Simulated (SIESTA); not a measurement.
Runs of SIESTA 5.4.2 on Mn. The cell holds a slab with vacuum, 5 atoms: a = 2.732 Å, b = 2.732 Å, c = 23.921 Å, α = 90.00°, β = 90.00°, γ = 120.00°. The slab is cut from a database's or a generator's crystal, which needn't be the stable form of the element.

```csv
potentials or basis,gap on the mesh (eV),moment (μB),largest force (eV/Å)
"Ansatz (PBE files), DZP (energy shift 0.003 Ry; two zetas on semicore shells)",none,16.89,0.36
"PseudoDojo 0.5 standard (PBE files), DZP (energy shift 0.003 Ry; two zetas on semicore shells)",none,18.29,(b)
"SG15 1.2 (PBE files) or PseudoDojo by element, DZP (energy shift 0.003 Ry; two zetas on semicore shells)",none,18.48,0.20
"PseudoDojo 0.4 stringent (PBE files), DZP (energy shift 0.003 Ry; two zetas on semicore shells)",none,(a),(c)
"SPMS 1.0 (PBE files) or PseudoDojo by element, DZP (energy shift 0.003 Ry; two zetas on semicore shells)",none,18.22,0.20
```

Alike in all rows: task band structure; level PBE; spin collinear, ferromagnetic start; cell as given; k mesh 11 × 11 × 1; smearing fermi-dirac 0.05 eV; grid cutoff 800 Ry; energy shift 0.003 Ry.

Fill in the values left out.

(a) 17.19; (b) 0.21; (c) 0.23.

Caveats: the cell was measured hot, at 1373 K; the basis of atomic orbitals isn't converged, which shifts pressures, moduli and gaps; the valence orbitals were made in a potential fitted to the semicore shell under them, which widens gaps by tenths of an eV or more (some runs).

A k mesh can miss the band edges.

A gap of «none» marks a metal or a gap under the smearing width.

Not every run made on this cell is shown here.
